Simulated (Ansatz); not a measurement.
Crystal: CdF2.

```
Cd F
1.0
     0.00000    2.69400    2.69400
     2.69400    0.00000    2.69400
     2.69400    2.69400    0.00000
Cd F
1 2
Direct
  0.00000 0.00000 0.00000
  0.75000 0.75000 0.75000
  0.25000 0.25000 0.25000
```

Base run:

```yaml
Program: Ansatz 0.2.0
Functional: HSE06
Potentials_or_basis: Ansatz PAW
Cutoff: "420 eV (not typed: the program's choice for these potentials)"
k_mesh: 6 × 6 × 6
Occupations: fermi-dirac, width 0.05 eV
Spin: no spin polarisation
```

Its results: band gap on the k mesh 5.23 eV, indirect (least direct gap 5.79 eV); pressure 1.8 GPa.

Question: The run is repeated on the same cell with these changes: functional from HSE06 to PBE0. What comes out?

Answer: Band gap on the k mesh 5.98 eV, indirect (least direct gap 6.54 eV); pressure 1.5 GPa.

Caveats: the PAW data sets come from PBE, with cores solved anew for the run's functional, which leaves a small shift of forces and pressure; the thresholds are loose for stress.
